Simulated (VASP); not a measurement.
# SiC: single point with r2SCAN

Crystal: SiC.

```
CELL_PARAMETERS angstrom
0.00000 1.92889 1.92889
1.92889 0.00000 1.92889
1.92889 1.92889 0.00000
ATOMIC_POSITIONS crystal
C 0.00000 0.00000 0.00000
Si 0.50000 0.50000 0.50000
```

The cell was built by a generator and needn't be a form met in nature.

```yaml
Program: VASP 6.6.1
Task: single point
Functional: r2SCAN
Potentials_or_basis: VASP PAW PBE potentials, release 64 (C, Si)
Cutoff: 520 eV
k_mesh: 20 × 20 × 20
Occupations: gaussian, width 0.05 eV
Spin: no spin polarisation
```

```yaml
Pressure: 46.4 GPa
Band_gap_on_the_k_mesh: 0.38 eV, indirect (least direct gap 5.58 eV)
```

Levels at points of the mesh, in eV from the valence-band top:
```csv
k point,band 1,band 2,band 3,band 4,band 5,band 6,band 7,band 8
"(0.00, 0.00, 0.00)",-21.28,-0.01,-0.01,-0.01,9.43,9.43,9.43,11.04
"(0.50, 0.00, 0.00)",-15.36,-13.26,-1.60,-1.60,6.40,6.40,7.42,12.40
"(0.50, 0.50, 0.00)",-13.12,-11.67,-5.20,-5.20,0.38,2.24,18.35,18.35
```

Run time: 68 s on 1 thread of Intel(R) Xeon(R) 6975P-C (Granite Rapids) (shared host), peak memory 0.15 GiB.

Caveat: a pressure of tens of GPa on the cell as given is suspect, and the run, the potentials or the cell itself is likely at fault; the PAW data sets were made with another functional, which shifts forces and pressure a little. r2SCAN opens gaps a little over a GGA but as a rule still falls short of measured ones.
